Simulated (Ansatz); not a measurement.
LiI (rock salt), conventional cell a = 6.018 Å, b = 6.018 Å, c = 6.018 Å, α = 90.00°, β = 90.00°, γ = 90.00°. The calculation uses the primitive cell of 2 atoms, to which meshes and values per cell refer.

The relaxed cell is deformed in two ways at once: its volume V is scaled, and at that volume it is stretched along z (the c axis of the conventional cell) so that c/a changes. Fractional atomic positions are held.

All values below come from r2SCAN (plane waves to 500 eV, PAW, scalar-relativistic; Ansatz, an electronic-structure program). k mesh 10×10×10 (Γ-centred), Fermi-Dirac smearing 0.05 eV. Compression counts positive. LiI was relaxed with its symmetry unable to fall. Spin-orbit coupling is left out, though I is heavy. 

```csv
σzz − σxx (GPa),V/V₀ = 0.960,V/V₀ = 0.973,V/V₀ = 0.987,V/V₀ = 1.000,V/V₀ = 1.013,V/V₀ = 1.027,V/V₀ = 1.040
(c/a)/(c/a)₀ = 0.960,?,1.14,1.05,0.96,0.88,0.81,0.73
(c/a)/(c/a)₀ = 0.973,0.80,0.74,0.68,0.62,0.57,0.52,0.47
(c/a)/(c/a)₀ = 0.987,0.39,0.36,0.33,0.30,0.28,0.25,0.23
(c/a)/(c/a)₀ = 1.000,0.00,0.00,0.00,0.00,0.00,0.00,0.00
(c/a)/(c/a)₀ = 1.013,-0.38,-0.34,-0.32,-0.29,-0.26,-0.24,-0.22
(c/a)/(c/a)₀ = 1.027,-0.74,-0.68,-0.62,-0.57,-0.52,-0.47,-0.43
(c/a)/(c/a)₀ = 1.040,-1.08,-1.00,-0.91,-0.84,-0.76,-0.69,-0.63
```

Task: Some entries are withheld; supply them.

Result: 
- (c/a)/(c/a)₀ = 0.960, V/V₀ = 0.960: 1.24

(A scan under strain: stresses follow from slopes of the energy per volume, elastic moduli from its curvatures.)
